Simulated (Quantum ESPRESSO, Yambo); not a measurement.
# Quasiparticle gap of GaAs (F-43m) in Yambo, part 3 of 3

Aim: the G0W0 gap of GaAs (F-43m) on PBE, step by step.

Quantum ESPRESSO 7.5 and Yambo 5.3.0; PBE and many-body steps on it, plane waves. Known limits of the many-body steps: not at the basis limit; no spin-orbit coupling; coarse k mesh.

So far. Step 3 (Bands along the symmetry lines): The gap is 0.518 eV, as in the run before at this level. Step 4 (Empty states on the mesh, 4×4×4 mesh, 124 bands): On this mesh the gap is 0.518 eV.

## (6) Screening and self-energy, 4×4×4 mesh, 124 bands, screening to 163.3 eV

Now the one-shot GW correction: screening in the RPA, then the self-energy of the levels asked for.

This step: G0W0 on PBE, plane waves, norm-conserving pseudopotentials.

File gw1.in:

```
HF_and_locXC
gw0
dyson
ppa
em1d
rim_cut
RandQpts= 1000000
RandGvec= 1 RL
EXXRLvcs= 104 Ry
VXCRLvcs= 416 Ry
Chimod= "HARTREE"
% BndsRnXp
 1 | 124 |
%
NGsBlkXp= 12 Ry
% LongDrXp
 1 | 1 | 1 |
%
% GbndRnge
 1 | 124 |
%
DysSolver= "n"
ExtendOut
PPAPntXp= 27.21138 eV
% QPkrange
 1 | 1 | 21 | 24 |
%
```

On the command line:

```bash
$ OMP_NUM_THREADS=1 mpirun -n 4 yambo -F gw1.in -J gw1 -C gw1 > gw1.log
```

Output:

```text
 Yambo, version 5.3.0

 [02] CORE Variables Setup
 =========================

  [... cell, symmetries and grids as in the set-up ...]

  [02.05] Energies & Occupations
  ==============================

  [X] === General ===
  [X] Electronic Temperature                        :  0.000000  0.000000 [eV K]
  [X] Bosonic    Temperature                        :  0.000000  0.000000 [eV K]
  [X] Finite Temperature mode                       : no
  [X] El. density                                   :  0.97390E+24 [cm-3]
  [X] Fermi Level                                   :  9.827511 [eV]

  [X] === Gaps and Widths ===
  [X] Conduction Band Min                           :  0.518057 [eV]
  [X] Valence Band Max                              :  0.000000 [eV]
  [X] Filled Bands                                  :  22
  [X] Empty Bands                                   :   23  124
  [X] Direct Gap                                    :  0.518057 [eV]
  [X] Direct Gap localized at k                     :  1
  [X] Indirect Gap                                  :  0.518057 [eV]
  [X] Indirect Gap between kpts                     :  1  1
  [X] Last valence band width                       :  3.339194 [eV]
  [X] 1st conduction band width                     :  4.106600 [eV]

 [03] Transferred momenta grid and indexing
 ==========================================

 IBZ Q-points                                      :   8
 BZ  Q-points                                      :   64

 K/Q-points units:
 rlu = crystal or reduced units; cc = cartesian coordinates; iku = interal k-units

 Q [1]          [rlu]:  0.000000  0.000000  0.000000
 Q [2]          [rlu]: -0.91587E-18 -0.91587E-18  0.25000
 Q [3]          [rlu]:  0.18317E-17  0.18317E-17 -0.50000
 Q [4]          [rlu]: -0.26116E-17  0.25000      0.25000
 Q [5]          [rlu]:  0.71282E-16  0.25000      0.50000
 Q [6]          [rlu]:  0.18317E-17  0.25000     -0.25000
 Q [7]          [rlu]:  0.52231E-17 -0.50000     -0.50000
 Q [8]          [rlu]:  0.250000 -0.500000 -0.250000

 [04] Coloumb potential Random Integration (RIM)
 ===============================================

  [04.01] RIM initialization
  ==========================

  * Diagonal components only detected *

  8 x (sBL volume)        :  0.101699 [a.u.]
  sBZ random points       :  1000000
  Points outside the sBZ  :   7987327
  RL volume               :  0.813588 [a.u.]
  Integrated volume       :  0.814879 [a.u.]

  [04.02] RIM integrals
  =====================

  Gamma point sphere radius             :  0.084669 [a.u.]
  Points outside the sphere             :   799513
  [Int_sBZ(q=0) 1/q^2]*(Vol_sBZ)^(-1/3) =:  7.764325
                                 should be <:  7.795600

  Summary of Coulomb integrals for non-metallic bands |Q|[au] RIM/Bare

  Q [1] 0.100000E-4 0.995988 * Q [2] 0.254653 1.066317
  Q [4] 0.294048 1.065091 * Q [6] 0.415847 1.027759
  Q [5] 0.487623 1.020584 * Q [3] 0.509306 1.018268
  Q [7] 0.588096 1.014689 * Q [8] 0.657511 1.011648

 [05] Dipoles
 ============

  [05.01] Setup: observables and procedures
  =========================================

 [06] Dynamic Dielectric Matrix (PPA)
 ====================================

 [WR./gw1//ndb.pp]---------------------------------------------------------------
  Brillouin Zone Q/K grids (IBZ/BZ)                :    8   64    8   64
  RL vectors                                       :   6567 [WF]
  Coulomb cutoff potential                         : none
  Electronic Temperature                           :  0.000000 [K]
  Bosonic    Temperature                           :  0.000000 [K]
  PPA    diel. fun.  energies                      : Perdew, Burke & Ernzerhof(X)+Perdew, Burke & Ernzerhof(C)
  wavefunctions                                    : Perdew, Burke & Ernzerhof(X)+Perdew, Burke & Ernzerhof(C)
  Global Gauge                                     : length
  X matrix size                                    :  229
  X band range                                     :    1  124
  X e/h energy range                               : -1.000000 -1.000000 [eV]
  X Time ordering                                  : R
  X Hxc Kernel                                     : HARTREE
  X Drude frequency                                :  0.000000  0.000000
  X poles                                          :  100.0000 [o/o]
  RL vectors in the sum                            :   6567
  [r,Vnl] included                                 : yes
  Field direction                                  :  0.577350E-5  0.577350E-5  0.577350E-5
  BZ energy Double Grid                            : no
  BZ energy DbGd points                            : 0
  BZ Q point size factor                           : -1.000000
  X Optical Averaged directions                    : none

 [07] Local Exchange-Correlation + Non-Local Fock
 ================================================

 [VXC] Plane waves :   43655
 [EXS] Plane waves :   5601

 QP @ state[ 1 ] K range:  1  1
 QP @ state[ 1 ] b range:  21  24

 [xc] Functional : Perdew, Burke & Ernzerhof(X)+Perdew, Burke & Ernzerhof(C)
 [xc] LIBXC used to calculate xc functional
  PP Number of Atomic Species                      :  2
  NLCC RL compoments                               :   43655
  PP Number of Atomic Species                      :  2
  NLCC RL compoments                               :   43655

 [xc] E_xc :  -45.46122 [Ha]
      E_xc :  -90.92244 [Ry]

  Local XC kind (lXC) : Perdew, Burke & Ernzerhof(X)+Perdew, Burke & Ernzerhof(C)
  Non-Local XC kind (nlXC) : Hartree-Fock

  Corrections @ K [1] :  [eV]
 <21|nlXC|21> = -15.93725  0.84937E-18 <21|lXC|21> = -14.36257  0.37763E-15
 <22|nlXC|22> = -15.93709  0.40038E-17 <22|lXC|22> = -14.36257 -0.56645E-15
 <23|nlXC|23> = -10.69831 -0.78374E-17 <23|lXC|23> = -14.69846  0.56645E-15
 <24|nlXC|24> = -7.088600 -0.24815E-17 <24|lXC|24> = -11.53166  0.64906E-16

 [08] Dyson equation: Newton solver
 ==================================

  [08.01] G0W0 (W PPA)
  ====================

  [  GW  ] Bands range     :    1  124
  [GW/PPA] G damping       :  0.100000 [eV]

  QP @ state[ 1 ] K range:  1  1
  QP @ state[ 1 ] b range:  21  24

   Sc/G bands                                       :    1  124
   Sc/G damping                                     :  0.100000 ev
   Sc bands terminator                              : no
   Sx RL components                                 :   5601

   QP @ state[ 1 ] K range                          :  1  1
   QP @ state[ 1 ] b range                          :  21  24
   GF energies kind                                 : Perdew, Burke & Ernzerhof(X)+Perdew, Burke & Ernzerhof(C)
   GF WF`s kind                                     : Perdew, Burke & Ernzerhof(X)+Perdew, Burke & Ernzerhof(C)
   Xs energies kind                                 : Perdew, Burke & Ernzerhof(X)+Perdew, Burke & Ernzerhof(C)
   Xs WF`s kind                                     : Perdew, Burke & Ernzerhof(X)+Perdew, Burke & Ernzerhof(C)

 [11] Game Over & Game summary
```

Elapsed: 2.5 min, on 4 MPI ranks of Arm Neoverse V1, shared host; peak memory 2.1 GiB.

This step gave:

| Item | Value |
| --- | --- |
| G0W0 gap on the points computed | 1.176 eV |
| starting gap on the mesh | 0.5181 eV |
| k of the valence top | 0, 0, 0 |
| k of the conduction bottom | 0, 0, 0 |
| least direct G0W0 gap on the computed points | 1.176 eV |
| Z at the valence top | 0.7950 |
| Z at the conduction bottom | 0.7985 |

The gap on the mesh goes from 0.52 eV to 1.18 eV, a correction of +0.66 eV.

Limits: finite bands, cutoff and mesh; no spin-orbit coupling; coarse k mesh. v1 is the top filled band, c1 the lowest empty one. The levels before and after the correction (eV, zero at the valence-band top of each column):

|  | conduction bottom | valence top |
| --- | --- | --- |
| Kohn-Sham | 0.52 | 0.00 |
| G0W0 | 1.18 | 0.00 |

|  | level | energy (eV) |
| --- | --- | --- |
| Kohn-Sham | Γ v2-v1 | 0.000 |
| Kohn-Sham | Γ c1 | 0.518 |
| Kohn-Sham | Γ c2 | 3.737 |
| G0W0 | Γ v2-v1 | 0.000 |
| G0W0 | Γ c1 | 1.176 |
| G0W0 | Γ c2 | 4.297 |

## (7) Where the time went

Times are wall times on the hardware named with each run, good to a factor of about two.

| step | time | share | memory (GiB) |
| --- | --- | --- | --- |
| ground state | 13 s | 7 % | 0.32 |
| bands along the symmetry lines | 7.8 s | 4 % | 0.26 |
| empty states on the mesh | 12 s | 6 % | 0.43 |
| conversion and set-up | 3.3 s | 2 % | 0.26 |
| screening and self-energy | 2.5 min | 81 % | 2.1 |

## (8) Outcome

```
PBE gap              : 0.52 eV, direct
G0W0 gap on the mesh : 1.18 eV
GW settings          : 4×4×4 mesh, 124 bands, screening to 163.3 eV, Godby-Needs plasmon pole
known limits         : not at the basis limit; no spin-orbit coupling; coarse k mesh
```

G0W0 moves the gap on the mesh from 0.52 eV to 1.18 eV (+0.66 eV), with Z of 0.79 and 0.80 at the edges. Only 1 of the mesh's irreducible points was corrected, so a valley elsewhere could overtake. The dearest step here is «screening and self-energy». Against experiment, by G0W0@PBE: the direct gap of 1.18 eV lies −0.33 eV from the measured 1.51 eV (exciton, 77 K, 2020); the direct gap of 1.18 eV lies −0.24 eV from the measured 1.42 eV (exciton, 300 K, 2014); the direct gap of 1.18 eV lies −0.24 eV from the measured 1.412 ± 0.01 eV (direct, 300 K, 2008); the direct gap of 1.18 eV lies −0.24 eV from the measured 1.418 ± 0.005 eV (direct, 300 K, 2008). An exciton line or allowed optical edge lies below the quasiparticle gap by the binding energy; a forbidden edge can push the onset above it. The calculation has static nuclei and no excitons; a measured gap holds zero-point and thermal motion, which mostly lowers it. Bands and cutoff are finite, so the gap is not at the basis limit. The miss can reach some tenths of an eV and take either sign; the mesh is an error of its own. In the G0W0 run levels were corrected at 1 k point alone, so a gap called «on the mesh» is the least over those, and an edge elsewhere would be missed. The 4×4×4 mesh is coarse for this cell, which bears on the long-range parts of exchange and screening. The many-body steps are scalar-relativistic: spin-orbit coupling is not in them.

[Paths, hosts, dates, memory and timing lines, banners, echoed tables and standing remarks are left out of the program output.]

[Logs are printed without paths, hosts, clocks, repeated set-up lines and the standing remarks that a program may print on its own settings, such as how far it seeks lower states.]

[Runs of the session that timed out or met a known fault of the program may be left out.]

[Hosts, paths, dates, database ids (printed as entryN), source tags and the programs' standing remarks are cut or masked in the printed files.]
